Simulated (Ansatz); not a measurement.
# BP: the cost of one run

Computed with Ansatz 0.2.0 (DFT PBE, scalar-relativistic, unless a step's input says otherwise).

## (1) The starting structure

It takes space group F-43m (No. 216, cubic). Conventional cell: a = 4.538 Å, b = 4.538 Å, c = 4.538 Å, α = 90.00°, β = 90.00°, γ = 90.00°. B (site symmetry -43m) has 4 P at 1.97 Å as nearest neighbours. P (site symmetry -43m) is surrounded by 4 B at 1.97 Å.

As a file:

```xyz
2
Lattice="0.0000 2.2690 2.2690 2.2690 0.0000 2.2690 2.2690 2.2690 0.0000" Properties=species:S:1:pos:R:3 pbc="T T T"
B     0.0000    0.0000    0.0000
P     3.4035    3.4035    3.4035
```

Atoms are numbered in the order of the input: B1, P2.

## (2) After the deformation

Space group F-43m before, I-4m2 after.

## (3) All-electron LAPW

input.yaml reads:

```yaml
crystal:
  lattice:
    - [0.0, 2.269, 2.24631]
    - [2.269, 0.0, 2.24631]
    - [2.269, 2.269, 0.0]
  atoms:
    - { symbol: B, position: [0.0, 0.0, 0.0] }
    - { symbol: P, position: [0.75, 0.75, 0.75] }
kpoints:
  mp_grid: { grid: [15, 15, 15] }
  band_path:
    path:
      - [0.0, 0.0, 0.0]
      - [0.0, 0.5, 0.5]
      - [0.25, 0.75, 0.5]
      - [0.0, 0.5, 0.0]
      - [0.0, 0.0, 0.0]
      - [0.5, 0.5, 0.0]
      - [0.3775380063, 0.6224619937, 0.0]
      - [-0.3775380063, 0.3775380063, 0.0]
      - [0.0, 0.0, 0.0]
    npoints: 5
scf:
  occupations: { method: fermi_dirac, width: 0.05 }
hamiltonian:
  xc: pbe
  pseudopotentials: { kind: all_electron, lapw: { basis_error: 0.001 } }
output:
  forces: true
  stress: true
  eigenvalues: true
```

Command:

```sh
> ansatz run input.yaml --threads 1 --pin off --max-ram 3072MiB --backend cpu --events-out ev --progress --plain --runs-dir out
```

**Question.** How long does this run take on 1 thread of Intel Xeon Platinum 8488C (Sapphire Rapids), shared host, and how much memory does it need?

About 24 s, with a peak of 0.45 GiB.
